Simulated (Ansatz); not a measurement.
**RuS2 in the CdI2-type structure**

Computed with Ansatz (plane waves, PAW, 420 eV cutoff): PBEsol, scalar-relativistic, collinear spin, Γ-centred 10×10×6 mesh, 0.05 eV Gaussian smearing; PAW files: Ansatz's generated set soft_2.

```xyz
3
Lattice="3.3709 0.0000 0.0000 -1.6854 2.9192 0.0000 0.0000 0.0000 4.8872" Properties=species:S:1:pos:R:3 pbc="T T T"
Ru    0.0000    0.0000    0.0000
S     0.0000    1.9462    1.3173
S     1.6854    0.9731    3.5698
```

The start was a prototype's sites filled with these elements. The Crystallography Open Database lists the compound in space group Pa-3, so this is a trial structure.

Magnetic state: ferromagnetic, site spin moments Ru 0.27 μB.

The run above is the reference. The same cell was run again with other input settings; several of them aren't fit for production, so the rows show the settings' effect and aren't properties of the material.

| keys changed | outcome | ΔE (meV/atom) | P (GPa) | gap on the mesh (eV) | cell moment (μB) | largest force component (eV/Å) | SCF iterations | rough core-seconds | new warnings |
| --- | --- | --- | --- | --- | --- | --- | --- | --- | --- |
| none (reference) | converged | 0.0 | 0.0 | metal | 0.41 | 0.004 | – | – | – |
| scf.occupations.method: "gaussian" → "cold"; scf.occupations.width: 0.05 → 0.001 | converged | 0.0 | 0.0 | metal | 0.42 | 0.002 | 17 | 25 | – |
| scf.occupations.method: "gaussian" → "methfessel_paxton"; scf.occupations.width: 0.05 → 0.2 | converged | 0.1 | -0.1 | metal | 0.27 | 0.011 | 33 | 50 | – |

ΔE is the energy with the smearing extrapolated to zero. It is left out where the change alters the Hamiltonian or the spin treatment. The varied runs start from atomic densities (corrected by the program's trained start where that serves), with the default search for lower states unless a row changes it, while the reference went on from a saved state, so a magnet may end in another state whatever the setting.

(1) What happens with these changes: hamiltonian.xc: "pbesol" → "r2scan"?

Answer:

(1) outcome converged, P (GPa) 6.1, gap on the mesh (eV) metal, cell moment (μB) 1.09, largest force component (eV/Å) 0.049, SCF iterations 18, rough core-seconds 50, new warnings cutoff below recommended.

1 further run (cut off, refused for memory, with changed atoms or starts, or in doubt) is left out.

Of the reference: The run wasn't fully tested for a lower electronic state. So small a moment in a metal hangs on mesh and smearing, and semilocal functionals can overstate it, so the real crystal may have none. Site moments are of spin, integrated over atomic spheres.
